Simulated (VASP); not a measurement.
**Te: relaxation of cell and atoms with PBE**

The system is Te.

```
CELL_PARAMETERS angstrom
3.99558 -2.15259 0.06311
3.99558 2.15259 0.06311
-0.15799 0.00000 5.97320
ATOMIC_POSITIONS crystal
Te 0.37151 0.37151 0.33003
Te 0.62849 0.62849 0.66997
Te 0.00000 0.00000 0.00000
```

This isn't the form of Te at room conditions, which is trigonal, of chains.

```
Program                : VASP 6.6.1
Task                   : relaxation of cell and atoms
Functional             : PBE
Potentials or basis    : VASP PAW PBE potentials, release 64 (Te)
Cutoff                 : 520 eV
k mesh                 : 8 × 8 × 9
Occupations            : gaussian, width 0.1 eV
Spin                   : no spin polarisation
Further INCAR settings : ALGO = Normal; EDIFF = 1e-07; IBRION = 2; POTIM = 0.3; EDIFFG = -0.005; NSW = 60; ISIF = 3
```

| Quantity | Value |
| --- | --- |
| Pressure after relaxing | 0.0 GPa |
| Band gap on the k mesh | 0.10 eV, indirect (least direct gap 0.13 eV) |

Final structure:
```
Te
1.0
     3.99558   -2.15259    0.06311
     3.99558    2.15259    0.06311
    -0.15799    0.00000    5.97320
Te
3
Direct
  0.37151 0.37151 0.33003
  0.62849 0.62849 0.66997
  0.00000 0.00000 0.00000
```

Levels at points of the mesh, in eV from the valence-band top:
```
           k point  band 7  band 8  band 9  band 10  band 11  band 12
(0.00, 0.00, 0.00)   -1.92   -1.52   -1.27     0.81     0.91     1.41
(0.50, 0.00, 0.00)   -3.64   -1.28   -0.85     0.54     0.62     2.78
(0.50, 0.50, 0.00)   -3.52   -0.39    0.00     0.13     0.16     2.74
```

It took 2.7 min on 1 thread of Intel(R) Xeon(R) 6975P-C (Granite Rapids) (shared host), peak memory 0.34 GiB.

Caveat: the relaxation stopped at its first step, so nothing moved; spin-orbit coupling is left out, which moves the levels of the heavy elements; an odd mesh through Γ misses points on the zone boundary, where band edges often lie.
